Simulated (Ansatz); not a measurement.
Method: DFT PBE, scalar-relativistic, plane waves, PAW in Ansatz. All cells share a 420 eV cutoff and Γ-centred k meshes spaced at most about 0.3 Å⁻¹ (about 0.25 or finer for metals, 2π included). No spin polarisation.

These are static total energies at zero pressure.

Compare these two cells of Mg3O2, each relaxed at this level.

A.

```yaml
crystal:
  lattice:
    - [2.63569, 1.52172, 5.20968]
    - [-2.63569, 1.52172, 5.20968]
    - [0.00000, -3.04344, 5.20968]
  atoms:
    - { symbol: Mg, position: [0.07747, 0.42253, 0.75000] }
    - { symbol: Mg, position: [0.75000, 0.07747, 0.42253] }
    - { symbol: Mg, position: [0.42253, 0.75000, 0.07747] }
    - { symbol: Mg, position: [0.92253, 0.57747, 0.25000] }
    - { symbol: Mg, position: [0.25000, 0.92253, 0.57747] }
    - { symbol: Mg, position: [0.57747, 0.25000, 0.92253] }
    - { symbol: O, position: [0.83599, 0.83599, 0.83599] }
    - { symbol: O, position: [0.66401, 0.66401, 0.66401] }
    - { symbol: O, position: [0.16401, 0.16401, 0.16401] }
    - { symbol: O, position: [0.33599, 0.33599, 0.33599] }
```

B.

```yaml
crystal:
  lattice:
    - [-1.50856, 1.50856, 6.65378]
    - [1.50856, -1.50856, 6.65378]
    - [1.50856, 1.50856, -6.65378]
  atoms:
    - { symbol: Mg, position: [0.66944, 0.66944, 0.00000] }
    - { symbol: Mg, position: [0.33056, 0.33056, 0.00000] }
    - { symbol: Mg, position: [0.00000, 0.00000, 0.00000] }
    - { symbol: O, position: [0.82998, 0.82998, 0.00000] }
    - { symbol: O, position: [0.17002, 0.17002, 0.00000] }
```

Task: Which would you expect to be lower, and how large is the difference?

Result: B is lower, by 248 meV/atom. A has the anti-corundum type, space group R-3c (No. 167), 12.5 Å³/atom and a gap of 0.44 eV on its mesh; B has space group I4/mmm (No. 139), 12.1 Å³/atom and no gap. Counting O atoms around Mg (those within 1.25 times the shortest such distance or 1.15 times the sum of covalent radii; a slash parts the counts of unlike sites), A has Mg 4 and B has Mg 2/5. The denser one is the lower, and pressure would at first widen the difference. Both come from invented guesses. The lowest form computed isn't among them: it has the anti-tetradymite type, space group R-3m (No. 166), 12.1 Å³/atom and lies 50 meV/atom below the best shown.

Kohn–Sham gaps at this level usually fall short of measured ones. Cells relaxed within their symmetry can be saddle points. Some types were kept out of the candidates beforehand, so the set may lack a known form.

B is the better of the two by 248 meV/atom, although its metallic state competes with a gapped one. Charge counting explains why neither is an ordinary ionic oxide: with divalent Mg and O, each formula unit keeps two electrons that oxygen cannot take up. In A they probably fill a band of Mg 3s and interstitial character, so its gap is no sign of a saturated oxide.

Nor does the number of Mg–O contacts decide the order, since the average per Mg is the same in both. What differs is their distribution. A spreads the oxygen deficiency evenly, whereas B keeps rocksalt-like MgO double layers and gathers it around the Mg with two O neighbours. This suggests that B gains by retaining much of MgO's favourable electrostatics while the surplus electrons delocalise in the Mg-rich layers. The still lower anti-tetradymite form, also layered, fits that picture.

The ranking doesn't show that any Mg3O2 form survives against separation into MgO and Mg metal, the expected outcome at ambient pressure.
